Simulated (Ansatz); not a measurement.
Wanted: the native input for an Ansatz 0.2.0 run.

* Task: relaxation of cell and atoms
* Functional: PBEsol
* Dispersion: D4
* Potentials or basis: Ansatz PAW
* Cutoff: 420 eV (not typed: the program's choice for these potentials)
* k mesh: 6 × 6 × 9
* Occupations: fermi-dirac, width 0.05 eV
* Spin: no spin polarisation

TaN:

```xyz
6
Lattice="5.1960 0.0000 0.0000 -2.5980 4.4999 0.0000 0.0000 0.0000 2.9110" Properties=species:S:1:pos:R:3 pbc="T T T"
Ta    0.0000    0.0000    0.0000
Ta    2.5980    1.5000    1.4555
Ta    0.0000    2.9999    1.4555
N    -1.0206    1.7678    0.0000
N     1.5774    2.7321    0.0000
N     2.0412    0.0000    0.0000
```

The input as run:

input.yaml

```yaml
crystal:
  lattice:
    - [5.196, 0.0, 0.0]
    - [-2.598, 4.4998679981, 0.0]
    - [0.0, 0.0, 2.911]
  atoms:
    - { symbol: Ta, position: [0.0, 0.0, 0.0] }
    - { symbol: Ta, position: [0.6666666667, 0.3333333333, 0.5] }
    - { symbol: Ta, position: [0.3333333333, 0.6666666667, 0.5] }
    - { symbol: "N", position: [0.0, 0.39285, 0.0] }
    - { symbol: "N", position: [0.60715, 0.60715, 0.0] }
    - { symbol: "N", position: [0.39285, 0.0, 0.0] }
hamiltonian:
  xc: pbesol
  pseudopotentials: { kind: paw }
  dispersion: d4
kpoints:
  mp_grid: { grid: [6, 6, 9] }
scf:
  occupations: { method: fermi_dirac, width: 0.05 }
output:
  forces: true
  stress: true
  eigenvalues: true
  write_density: true
  write_potential: true
  elf: true
  volumetric_format: npy
relax:
  f_tol: 0.01
  max_steps: 40
  cell: { stress_tol: 0.05 }
```

Potentials or basis: Ansatz PAW.

Launch:

```sh
$ ansatz run input.yaml --threads 2 --pin off --max-ram 5632MiB --backend cpu --events-out ev --progress --plain --runs-dir out
```

It gave:

```yaml
Relaxed_volume: 11.12 Å³/atom
Relaxed_cell: a = 5.167 Å, b = 5.167 Å, c = 2.887 Å, α = 90.00°, β = 90.00°, γ = 120.00°
Space_group_after_relaxing_to_0.05_Å: P-62m (No. 189)
Energy_gained_by_relaxing: 4.6 meV/atom
Ionic_steps: 8
Pressure_after_relaxing: 0.0 GPa
Band_gap_on_the_k_mesh: none (metal or under the smearing width)
```

Caveat: the plane-wave basis is chosen anew once the cell has moved, so the energies of steps on either side of that aren't comparable; the pressure holds a Pulay correction of +0.5 GPa for the finite cutoff; pairwise dispersion overbinds metals, which lowers pressure and volume; the PAW data sets come from PBE, with cores solved anew for the run's functional, which leaves a small shift of forces and pressure.

Wall time 31 s on 2 threads of Intel(R) Xeon(R) Processor @ 2.70GHz, with other jobs on the host, peak memory 0.4 GiB.
